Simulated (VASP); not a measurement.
## GaP in VASP 6.6.1, single-point calculation

INCAR

```
ENCUT = 520
SIGMA = 0.02
ISIF = 2
ISMEAR = -1
EDIFF = 1E-7
LASPH = .TRUE.
NSW = 0
NELM = 86
LREAL = .FALSE.
IBRION = -1
GGA = PE
NBANDS = 16
LWAVE = .FALSE.
LCHARG = .FALSE.
PREC = Accurate
```

KPOINTS

```
KPOINTS created by Atomic Simulation Environment
0
Gamma
1 1 1
0 0 0
```

POSCAR

```
Ga P
 1.0000000000000000
     0.0000000000000000    2.6845183053000001    2.6845183053000001
     2.6845183053000001    0.0000000000000000    2.6845183053000001
     2.6845183053000001    2.6845183053000001    0.0000000000000000
 Ga  P
   1   1
Cartesian
  0.0000000000000000  0.0000000000000000  0.0000000000000000
  1.3422591526500001  1.3422591526500001  1.3422591526500001
```

The recommended PBE PAW datasets give the neutral cell 18 valence electrons.

Command

```
mpirun -np 1 vasp_std
```

OSZICAR

```
N       E                     dE             d eps       ncg     rms          rms(c)
DAV:   1     0.939691311624E+02    0.93969E+02   -0.92120E+03    32   0.175E+03
DAV:   2     0.140409646714E+02   -0.79928E+02   -0.73022E+02    32   0.278E+02
DAV:   3     0.605693155650E+01   -0.79840E+01   -0.79400E+01    48   0.703E+01
DAV:   4     0.596153125543E+01   -0.95400E-01   -0.95377E-01    32   0.808E+00
DAV:   5     0.595885702810E+01   -0.26742E-02   -0.26742E-02    40   0.124E+00    0.833E+00
DAV:   6     0.830917815937E+01    0.23503E+01   -0.36071E+00    48   0.211E+01    0.584E+00
DAV:   7     0.855221865426E+01    0.24304E+00   -0.73545E-01    32   0.521E+00    0.403E+00
DAV:   8     0.854701458064E+01   -0.52041E-02   -0.12437E-01    32   0.438E+00    0.592E-01
DAV:   9     0.854722292576E+01    0.20835E-03   -0.33122E-02    48   0.307E+00    0.292E-01
DAV:  10     0.854660847933E+01   -0.61445E-03   -0.40326E-03    40   0.572E-01    0.162E-01
DAV:  11     0.854623342639E+01   -0.37505E-03   -0.55112E-04    32   0.191E-01    0.361E-02
DAV:  12     0.854624156132E+01    0.81349E-05   -0.59791E-05    32   0.178E-01    0.119E-02
DAV:  13     0.854623955198E+01   -0.20093E-05   -0.53385E-06    32   0.198E-02    0.575E-03
DAV:  14     0.854623927193E+01   -0.28005E-06   -0.55732E-07    32   0.549E-03    0.267E-03
DAV:  15     0.854623920906E+01   -0.62866E-07   -0.49429E-08    24   0.402E-03
   1 F= 0.85462392E+01 E0= 0.85462392E+01  d E =-.269806E-11
```

From OUTCAR

```
k-points           NKPTS =      1   k-points in BZ     NKDIM =      1   number of bands    NBANDS=     16

   NELECT =      18.0000    total number of electrons

   dimension x,y,z NGX =    28 NGY =   28 NGZ =   28
   dimension x,y,z NGXF=    56 NGYF=   56 NGZF=   56

  energy-cutoff  :      520.00
  volume of cell :       38.69
      direct lattice vectors                 reciprocal lattice vectors
     0.000000000  2.684518305  2.684518305    -0.186253154  0.186253154  0.186253154
     2.684518305  0.000000000  2.684518305     0.186253154 -0.186253154  0.186253154
     2.684518305  2.684518305  0.000000000     0.186253154  0.186253154 -0.186253154

 k-points in reciprocal lattice and weights: KPOINTS created by Atomic Simulation Env
   0.00000000  0.00000000  0.00000000       1.000

 E-fermi :   7.1202

 k-point     1 :       0.0000    0.0000    0.0000
  band No.  band energies     occupation
      1      -9.4749      2.00000
      2      -9.4749      2.00000
      3      -9.4749      2.00000
      4      -9.4137      2.00000
      5      -9.4137      2.00000
      6      -6.6129      2.00000
      7       6.5626      2.00000
      8       6.5626      2.00000
      9       6.5626      2.00000
     10       8.4986      0.00000
     11       9.5663      0.00000
     12       9.5663      0.00000
     13       9.5663      0.00000
     14      14.3645      0.00000
     15      15.7562      0.00000
     16      15.7562      0.00000

  Total       15.3194795     15.3194795     15.3194795      0.0000000      0.0000000      0.0000000
  in kB      634.3449529    634.3449529    634.3449529      0.0000000      0.0000000      0.0000000
  external PRESSURE =     634.3449529 kB  Pullay stress =       0.0000000 kB

 POSITION                                       TOTAL-FORCE (eV/Angst)
 -----------------------------------------------------------------------------------
      0.00000      0.00000      0.00000         0.000000      0.000000      0.000000
      1.34226      1.34226      1.34226        -0.000000     -0.000000     -0.000000
 -----------------------------------------------------------------------------------
    total drift:                                0.000002      0.000002      0.000002

  FREE ENERGIE OF THE ION-ELECTRON SYSTEM (eV)
  ---------------------------------------------------
  free  energy   TOTEN  =         8.5462392091 eV

  energy  without entropy=        8.5462392091  energy(sigma->0) =        8.54623921
```

It converged. Results: gap between bands v and c on the k mesh 1.94 eV; least direct gap on the k mesh 1.94 eV; pressure 63.4 GPa. Band v is the last that the valence electrons fill when counted band by band, and c is the next.

These settings aren't sound, so the numbers aren't properties of the crystal.

The fault: one k point for a small cell.

On sound settings PBE gives a gap of 1.56 eV on its mesh and a pressure of 6.8 GPa for the intended cell. This run's energy (σ→0) differs from it by 8806 meV an atom.

The run took about 4.4 s on one core of a shared host (Intel Xeon Platinum 8488C) and held 0.15 GiB at most.
